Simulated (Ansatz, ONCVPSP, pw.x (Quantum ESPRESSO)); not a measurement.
## gallium (Ga) (fcc): variants of one ONCV potential in the solid

Ga, optimised norm-conserving Vanderbilt (ONCV), made with ONCVPSP 4.0.1.1 (patched build) (PBE, scalar-relativistic). Core [Ar] 3d10, reference 4s2 4p1. Waves: 4s: rc 1.55 bohr, ncon 3, nbas 7, qcut 3.3 1/bohr, 2 projectors, debl 3.2 Ha; 4p: rc 2.10 bohr, ncon 3, nbas 6, qcut 4.4 1/bohr, 3 projectors, debl 1.3 Ha; d scattering state at 0.43 Ha: rc 2.10 bohr, ncon 4, nbas 8, qcut 5.2 1/bohr, 2 projectors, debl 1.8 Ha. Local part: polynomial inside 1.15 bohr (lpopt 5, dvloc0 3 Ha). Core correction: Teter function, fcfact 5, rcfact 1.55.

Crystal test: fcc Ga in pw.x 7.5, no spin, 13³ k-points, Fermi–Dirac smearing 0.01 Ry, cutoffs set for each file from its atomic test. The reference is all-electron LAPW (Ansatz 0.2.0) with the same functional, mesh and smearing; V0 and B0 come from Birch–Murnaghan fits to the pressures at five volumes. Errors are pseudo minus all-electron; Δ is the rms difference of the E(V) curves that follow from these fits, minima aligned, over ±6 % about the mean V0. Mesh and smearing are coarse, so the numbers serve the comparison and aren't converged zero-temperature values; the lattice is a test structure that the element need not adopt.

All-electron: a0 = 4.236 Å (V0 = 19.00 Å³/atom), B0 = 48.8 GPa.

Base: This is a poor potential for the solid. The generator flags a localised state at positive energy (d at 12 eV).

1 further variants are left out: they gave no file fit for a test, a broken result, the same result as the base, or pressures whose basis-set error rivals the error shown.

A dash in a converged row means that the minimum lies outside the volumes sampled.

| change | cutoffs (Ry) | pw.x | a0 (Å) | a0 error (%) | B0 error (%) | Δ (meV/atom) | mean pressure error (GPa) |
| --- | --- | --- | --- | --- | --- | --- | --- |
| base | 110/440 | converged | – | – | – | – | -3.84 |
| d: rc 1.92 | 110/440 | converged | – | – | – | – | -5.63 |
| d: rc 2.18 | 110/440 | converged | – | – | – | – | -3.51 |
| d: rc 2.56 | 110/440 | converged | 4.188 | -1.12 | +11.3 | 7.1 | -1.69 |
| d: rc 3.06 | 110/440 | converged | 4.192 | -1.04 | +10.3 | 6.5 | -1.55 |
